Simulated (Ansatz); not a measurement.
The cell of TaAs is invented: random cell by space group and Wyckoff sites (Cmm2, No. 35). The dimensions are guesses.

```cif
data_structure
_symmetry_space_group_name_H-M 'P 1'
_symmetry_Int_Tables_number 1
_cell_length_a 3.5448
_cell_length_b 3.5448
_cell_length_c 6.0689
_cell_angle_alpha 90.000
_cell_angle_beta 90.000
_cell_angle_gamma 101.567
_cell_volume 74.71
loop_
_atom_site_label
_atom_site_type_symbol
_atom_site_fract_x
_atom_site_fract_y
_atom_site_fract_z
_atom_site_occupancy
Ta1 Ta 0.00000 0.50000 0.84950 1
Ta2 Ta 0.50000 0.00000 0.84950 1
As1 As 0.00000 0.00000 0.75244 1
As2 As 0.50000 0.50000 0.39377 1
```

Method: Ansatz, DFT PBE, scalar-relativistic, plane waves, PAW. Cutoff 420 eV, Gaussian smearing, Γ-centred meshes. Cell and atoms relax first on a coarse mesh and then on a finer one. In between, the cell is made exact in the group found at 0.06 Å. In metals the finer mesh still leaves noise of several meV/atom or more. The steps can't lower the symmetry of their start. No spin polarisation.

A guess keeps its type if space group and coordination stay and the shape of the cell changes little (axis ratios within about 15 %, angles within 6°); the volume may change.

Q: Will the relaxed cell still be of the starting type?

A: It doesn't keep its type. The symmetry goes from Cmm2 (No. 35) to P4/nmm (No. 129). The end has the anti-litharge type. The volume per atom grows by 41.6 %, from 18.7 to 26.4 Å³. The shortest distance goes from 1.87 Å (Ta–As) to 2.60 Å (Ta–As). Counting neighbours within 15 % of an atom's shortest distance, the start has As 4/12, Ta 2 and the end As 4, Ta 8. In detail, at the end Ta is surrounded by 4 As at 2.60 Å and 4 Ta at 2.96 Å; As has 4 Ta at 2.60 Å.

Space group P4/nmm:1 (No. 129). a = 4.182 Å, b = 4.182 Å, c = 6.048 Å, α = 90.00°, β = 90.00°, γ = 90.00°
```json
{"atom": "Ta", "site": "2b", "symmetry": "-4m2", "x": "0.5000", "y": "0.5000", "z": "0.5000"}
{"atom": "As", "site": "2c", "symmetry": "4mm", "x": "0.5000", "y": "0.0000", "z": "0.2448"}
```

The last run used a 12×12×8 mesh (in the run's order of axes) for its 4-atom cell and Gaussian smearing of 0.10 eV. No dispersion correction is applied, so the spacing and binding between layers, chains or molecules are poorly described. These runs have no spin–orbit coupling, which can matter for Ta. Symmetry constrained the relaxation, so the result can be a saddle point.

In counts of neighbours, a slash parts the counts of unlike sites.
